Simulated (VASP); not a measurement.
Set up this calculation in VASP 6.6.1, as the native input.

* Task: relaxation of cell and atoms
* Functional: PBEsol
* Potentials or basis: VASP PAW PBE potentials, release 64 (Ga_d, Se)
* Cutoff: 600 eV
* k mesh: 12 × 12 × 2
* Occupations: gaussian, width 0.03 eV
* Spin: no spin polarisation
* Further INCAR settings: ALGO = Normal; EDIFF = 1e-07; IBRION = 2; EDIFFG = -0.005; NSW = 90; ISIF = 3

The structure of GaSe lies in POSCAR:

```
GaSe                                    
1.0
    3.7461945536     -0.0000000000     -0.0000000000
   -1.8730972768      3.2442996510      0.0000000000
    0.0000000000      0.0000000000     16.4008887920
  Ga              Se            
     4     4
Direct
     0.3333333332999970    0.6666666667000030    0.1758403781595489
     0.6666666667000030    0.3333333332999970    0.6758403781595488
     0.3333333332999970    0.6666666667000030    0.3241596218404511
     0.6666666667000030    0.3333333332999970    0.8241596218404512
     0.3333333332999970    0.6666666667000030    0.6041449125484937
     0.6666666667000030    0.3333333332999970    0.1041449125484937
     0.3333333332999970    0.6666666667000030    0.8958550874515063
     0.6666666667000030    0.3333333332999970    0.3958550874515063
```

One way to write it, as run:

INCAR

```
SYSTEM = GaSe
PREC = Accurate
ENCUT = 600
EDIFF = 1E-7
ISMEAR = 0
SIGMA = 0.03
LREAL = .FALSE.
LASPH = .TRUE.
NELM = 80
ALGO = Normal
ISIF = 3
LWAVE = .FALSE.
LCHARG = .FALSE.
GGA = PS
IBRION = 2
NSW = 90
EDIFFG = -0.005
KPAR = 2
```

KPOINTS

```
Automatic mesh
0
G
  12 12 2
  0 0 0
```

Potentials or basis: VASP PAW PBE potentials, release 64 (Ga_d, Se).

Launch:

```console
$ cat potpaw_PBE.64/Ga_d/POTCAR potpaw_PBE.64/Se/POTCAR > POTCAR
$ mpirun -np 2 vasp_std > vasp.out
```

It gave:

The relaxed volume is 24.90 Å³/atom and the relaxed cell is a = 3.746 Å, b = 3.746 Å, c = 16.392 Å, α = 90.00°, β = 90.00°, γ = 120.00°. The space group after relaxing (to 0.05 Å) is P6_3/mmc (No. 194). The energy gained by relaxing is 0.0 meV/atom, the ionic steps are 2 and the pressure after relaxing is 0.0 GPa. The band gap on the k mesh is 1.05 eV, direct.

Caveat: the PAW data sets were made with another functional, which shifts forces and pressure a little; this functional lacks dispersion, which binds the layers, so the pressure and a relaxed spacing across them are unreliable.

Run time: 3.5 min on 2 MPI ranks on Intel(R) Xeon(R) 6975P-C (Granite Rapids), with other jobs on the host, peak memory 0.57 GiB a rank.
